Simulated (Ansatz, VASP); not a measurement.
## PtS2: VASP beside Ansatz

POSCAR

```
PtS2
1.0
    3.5526240946      0.0000000000      0.0000000000
   -1.7763120473      3.0766627160      0.0000000000
    0.0000000000      0.0000000000      5.1228306135
Pt S
1 2
Direct
    0.0000000000      0.0000000000      0.0000000000
    0.3333333333      0.6666666667      0.2392542175
    0.6666666667      0.3333333333      0.7607457825
```

The input INCAR.step1:

```
  PREC = Accurate
  ENCUT = 520
  ISMEAR = 0
  SIGMA = 0.01
  LREAL = F
  LASPH = T
  NELM = 80
  NBANDS = 18
  GGA = PE
  ALGO = Normal
  EDIFF = 1E-4
  LWAVE = T
  LCHARG = F
```

Contents of INCAR.step2:

```
  PREC = Accurate
  ENCUT = 520
  EDIFF = 1E-6
  ISMEAR = 0
  SIGMA = 0.01
  LREAL = F
  LASPH = T
  NELM = 80
  ALGO = Normal
  ISIF = 2
  LWAVE = F
  LCHARG = F
  METAGGA = R2SCAN
  LMIXTAU = T
  IVDW = 12
  VDW_S6 = 1.0
  VDW_S8 = 0.78981345
  VDW_A1 = 0.49484001
  VDW_A2 = 5.73083694
  NBANDS = 18
  ISTART = 1
```

KPOINTS

```
Automatic mesh
0
Gamma
  6 6 4
```

Input for Ansatz:

```yaml
crystal:
  lattice:
    - [3.5526240946, 0.0, 0.0]
    - [-1.7763120473, 3.076662716, 0.0]
    - [0.0, 0.0, 5.1228306135]
  atoms:
    - { symbol: Pt, position: [0.0, 0.0, 0.0] }
    - { symbol: S, position: [0.3333333333, 0.6666666667, 0.2392542175] }
    - { symbol: S, position: [0.6666666667, 0.3333333333, 0.7607457825] }
kpoints:
  mp_grid: { grid: [6, 6, 4] }
hamiltonian:
  xc: r2scan
  dispersion: d3bj
scf:
  occupations: { method: fixed }
  n_extra_bands: 4
output:
  forces: true
  stress: true
  eigenvalues: true
```

Alike in both runs: task single point; functional r2SCAN; dispersion D3(BJ); k mesh 6 × 6 × 4; no spin polarisation.

|  | VASP | Ansatz |
| --- | --- | --- |
| version | VASP 6.6.1 | Ansatz 0.2.0 |
| potentials or method | VASP PAW PBE potentials, release 64 (Pt, S) | plane waves |
| plane-wave cutoff (eV) | 520 | 500 |
| occupations | gaussian, width 0.01 eV | fixed |
| valence electrons in the cell | 22 | 30 |

|  | VASP | Ansatz | Ansatz less VASP |
| --- | --- | --- | --- |
| gap on the k mesh at the Fermi level (eV) | 0.98 | 0.99 | +0.004 |
| pressure (GPa) | -0.5 | -0.4 | +0.08 |
| rms of the force components (eV/Å) | 0.020 | 0.018 | -0.0024 |
| dispersion energy (meV/atom) | -195.7 | -195.8 | -0.10 |

Atom by atom the forces differ by 0.002 eV/Å (rms over components). The two sets of potentials don't hold the same shells in valence. Ansatz warned: «dispersion_damping_borrowed».

Caveats: the PAW data sets were made with another functional, which shifts forces and pressure a little (VASP); spin-orbit coupling is left out, which moves the levels of the heavy elements. A k mesh can miss the band edges. r2SCAN opens gaps a little over a GGA but as a rule still falls short of measured ones.
